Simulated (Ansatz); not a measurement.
## Pressure coefficients of CsCl

```cif
data_structure
_symmetry_space_group_name_H-M 'Pm-3m'
_symmetry_Int_Tables_number 221
_cell_length_a 4.1230
_cell_length_b 4.1230
_cell_length_c 4.1230
_cell_angle_alpha 90.000
_cell_angle_beta 90.000
_cell_angle_gamma 90.000
_cell_volume 70.09
loop_
_atom_site_label
_atom_site_type_symbol
_atom_site_symmetry_multiplicity
_atom_site_Wyckoff_symbol
_atom_site_fract_x
_atom_site_fract_y
_atom_site_fract_z
_atom_site_occupancy
Cs1 Cs 1 a 0.00000 0.00000 0.00000 1
Cl1 Cl 1 b 0.50000 0.50000 0.50000 1
```

The runs use the primitive cell with vectors (4.123, 0.000, 0.000), (0.000, 4.123, 0.000), (0.000, 0.000, 4.123) Å, to which the k mesh refers.

The cell is COD entry 9008789, as deposited and not checked against the literature; nothing was relaxed.

Spin–orbit coupling is left out, though it moves levels of the heavy atoms by tenths of an eV or more.

The calculation used DFT, PBE, all-electron LAPW, scalar-relativistic (Ansatz 0.2.0).

Sampling and basis: a Γ-centred 6×6×6 k mesh, Fermi–Dirac smearing of 0.03 eV, basis error target 1 meV/atom, no spin polarisation.

The cell is scaled evenly with fractional coordinates held. Semilocal gaps are too small, but their slopes carry over better.

| V/V(cell) | P (GPa) | gap on the k mesh (eV) |
| --- | --- | --- |
| 0.9500 | 2.12 | 5.350 |
| 0.9750 | 1.52 | 5.379 |
| 1.0000 | 1.00 | 5.272 |
| 1.0250 | 0.55 | 5.160 |

(1) From the rows at 0.9750 and 1.0250, what is the bulk modulus at the cell's volume?

(2) What are the gap's volume deformation potential and pressure coefficient?

(3) Predict the row at V/V(cell) = 1.0500. How far is a linear estimate of P off?

Answers

(1) B = −ΔP/Δln V = −[(0.55) − (1.52)]/0.05001 = 19.4 GPa. This is the modulus at 1.00 GPa, not at zero pressure.

(2) dEg/dln V = (5.160 − 5.379)/0.05001 = -4.38 eV, and dEg/dP = −(dEg/dln V)/B = 226 meV/GPa: pressure widens the gap.

(3) P = 0.17 GPa, gap 5.055 eV. The linear estimate P(cell) − B ln(V/V(cell)) = 0.05 GPa misses by 0.12 GPa, since the modulus falls on expansion.
